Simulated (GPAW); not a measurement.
Runs of GPAW 26.7.0 on Sb. The typed cell holds 1 atom: a = 3.459 Å, b = 3.554 Å, c = 3.342 Å, α = 58.62°, β = 55.56°, γ = 54.87°. This isn't the form of Sb at room conditions, which is rhombohedral.

| task | level | potentials or basis | cell | k mesh | maxiter | band path | band points | optimizer | fmax | other keys | gap on the mesh (eV) | pressure (GPa) |
| --- | --- | --- | --- | --- | --- | --- | --- | --- | --- | --- | --- | --- |
| band structure | SOGGA | PAW data sets generated in the run's folder for this functional, pw | cell sheared at random, sigma 0.03, atoms nudged by 0.01 Å | 10 × 10 × 10 | 150 | XGY,LGZ,NGM,RG | 80 | - | - | - | - | (a) |
| relaxation of cell and atoms | PBE+D3(BJ)+ATM | GPAW PAW data sets (gpaw-data 1.2.1), pw | relaxed to 5 GPa from: cell sheared at random, sigma 0.03, atoms nudged by 0.01 Å | 9 × 8 × 9 | 75 | - | - | BFGS | 0.02 eV/Å | several, not listed | none | 5.0 |
| single point | MS2 | GPAW PAW data sets (gpaw-data 1.2.1), pw | cell sheared at random, sigma 0.03, atoms nudged by 0.01 Å | 10 × 10 × 10 | 150 | - | - | - | - | - | none | -1.5 |
| single point | PBE | GPAW PAW data sets (gpaw-data 1.2.1), pw | cell sheared at random, sigma 0.03, atoms nudged by 0.01 Å | 10 × 10 × 10 | 150 | - | - | - | - | - | none | 2.4 |

Alike in all rows: no spin polarisation; cutoff (eV) 600; smearing fermi-dirac 0.05 eV.

Q: Estimate the missing entries.

A: (a) -0.8.

Caveats: spin-orbit coupling is left out, which moves the levels of the heavy elements (some runs); later steps reuse the first step's grids (some runs); pairwise dispersion overbinds metals, which lowers pressure and volume (some runs); the PAW data sets were made with another functional, which shifts forces and pressure a little (some runs).

A k mesh can miss the band edges, and the runs leave out spin-orbit coupling on Sb.

A gap of «none» marks a metal or a gap under the smearing width.
